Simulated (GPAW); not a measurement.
A run of GPAW 26.7.0 is set up as follows.

File run.py:

```python
import json
import numpy as np
from ase import Atoms
from ase.calculators.mixing import SumCalculator
from ase.constraints import FixSymmetry
from ase.filters import FrechetCellFilter
from ase.io import read, write
from ase.optimize import BFGS
from dftd3.ase import DFTD3
from phonopy import Phonopy
from phonopy.structure.atoms import PhonopyAtoms
from gpaw import GPAW, PW
from gpaw.berryphase import polarization_phase

atoms = read('POSCAR')

calc = GPAW(mode=PW(600),
            xc='revPBE',
            kpts={'size': (5, 5, 5), 'gamma': True},
            occupations={'name': 'fermi-dirac', 'width': 0.01},
            nbands=19,
            convergence={'density': 1e-06, 'eigenstates': 1e-09},
            maxiter=150,
            txt='gpaw.txt')
atoms.calc = SumCalculator([calc, DFTD3(method='revpbe', damping='d3bj')])
atoms.set_constraint(FixSymmetry(atoms))
BFGS(FrechetCellFilter(atoms), trajectory='relax.traj', logfile='-').run(fmax=0.005, steps=40)
atoms.set_constraint()
energy = atoms.get_potential_energy()
forces = atoms.get_forces()
stress = atoms.get_stress()
calc.write('gs.gpw')
write('result.traj', atoms)
print('Cell:', atoms.cell.cellpar().round(4))
print(atoms.get_scaled_positions().round(5))

n = len(atoms)
unit = PhonopyAtoms(symbols=atoms.get_chemical_symbols(), cell=atoms.cell[:], scaled_positions=atoms.get_scaled_positions())
ph = Phonopy(unit, supercell_matrix=np.eye(3, dtype=int), primitive_matrix=np.eye(3), symprec=1e-4)
ph.generate_displacements(distance=0.01, is_plusminus=True)
forces, phases = [], []
for i, move in enumerate(ph.dataset['first_atoms']):
    b = atoms.copy()
    b.positions[move['number']] += move['displacement']
    c = GPAW(mode=PW(510),
             xc='revPBE',
             kpts={'size': (5, 5, 5), 'gamma': True},
             occupations={'name': 'fermi-dirac', 'width': 0.01},
             nbands=19,
             convergence={'density': 1e-06, 'eigenstates': 1e-09},
             maxiter=150,
             symmetry='off',
             txt=f'disp-{i:02d}.txt')
    b.calc = SumCalculator([c, DFTD3(method='revpbe', damping='d3bj')])
    f = b.get_forces()
    forces.append(f - f.mean(axis=0))
    c.write('disp.gpw', 'all')
    phases.append(polarization_phase(gpw_wfs='disp.gpw')['phase_c'])
    print(move['number'], np.round(move['displacement'], 4), 'phases', phases[-1].round(5), flush=True)

# each pair of opposite moves, with its images under the space group
ops, cell, spos = ph.symmetry.symmetry_operations, atoms.cell[:].T, atoms.get_scaled_positions()
moves, dipoles = [[] for a in atoms], [[] for a in atoms]
for move, up, down in zip(ph.dataset['first_atoms'][::2], phases[::2], phases[1::2]):
    dphi = (up - down + np.pi) % (2 * np.pi) - np.pi
    dp = dphi @ atoms.cell[:] / (2 * np.pi)  # e A
    for w, t in zip(ops['rotations'], ops['translations']):
        x = w @ spos[move['number']] + t - spos
        b = np.linalg.norm(x - x.round(), axis=1).argmin()
        R = cell @ w @ np.linalg.inv(cell)
        moves[b].append(R @ move['displacement'] * 2)
        dipoles[b].append(R @ dp)
Z = np.array([np.linalg.lstsq(np.array(u), np.array(p), rcond=None)[0].T for u, p in zip(moves, dipoles)])  # Z[a, i, j] = dp_i / du_j
ph.forces = forces
ph.produce_force_constants()
ph.symmetrize_force_constants()
H = ph.force_constants.transpose(0, 2, 1, 3).reshape((3 * n, 3 * n))
rule = Z.sum(axis=0)
print('Sum of the charges:')
print(rule.round(4))
Z -= rule / n
for a in atoms:
    print(a.symbol)
    print(Z[a.index].round(3))
w = np.repeat(atoms.get_masses()**-0.5, 3)
omega2, modes = np.linalg.eigh(H * w * w[:, None])
nu = np.sign(omega2) * abs(omega2)**0.5 * 521.4709  # cm^-1
dipoles = np.einsum('aij,ajm->mi', Z, (modes * w[:, None]).reshape((n, 3, -1)))  # e / amu^0.5
optical = np.argsort(abs(omega2))[3:]
eps_ion = sum(np.outer(dipoles[m], dipoles[m]) / omega2[m] for m in optical) * 4 * np.pi * 14.399645 / atoms.get_volume()
for m in range(3 * n):
    print(f'{nu[m]:9.2f} cm^-1  IR {(dipoles[m]**2).sum():8.4f} e^2/amu')
print('Lattice part of the dielectric tensor:')
print(eps_ion.round(3))
json.dump({'Z': Z.tolist(), 'rule': rule.tolist(), 'nu': nu.tolist(), 'ir': (dipoles**2).sum(1).tolist(), 'eps_ion': eps_ion.tolist()},
          open('born.json', 'w'))
```

File POSCAR:

```
PbS
1.0
    0.0000000000      2.9657500000      2.9657500000
    2.9657500000      0.0000000000      2.9657500000
    2.9657500000      2.9657500000      0.0000000000
Pb S
1 1
Direct
    0.0000000000      0.0000000000      0.0000000000
    0.5000000000      0.5000000000      0.5000000000
```

Potentials or basis: the program's PAW data sets (release 1.2.1) made for this functional, pw.

Command:

```console
$ OMP_NUM_THREADS=1 python run.py
```

(1) Predict the highest phonon frequency at Γ, LO-TO splitting left out.

(2) Estimate the dispersion energy per atom.

(3) Predict the space group after relaxing (to 0.05 Å).

(4) What does it give for the relaxed cell?

Answers

(1) 74 cm⁻¹.

(2) -0.657 eV.

(3) Fm-3m (No. 225).

(4) a = 4.173 Å, b = 4.173 Å, c = 4.173 Å, α = 60.00°, β = 60.00°, γ = 60.00°.

Caveat: the k mesh is coarse; the LO-TO splitting is left out.
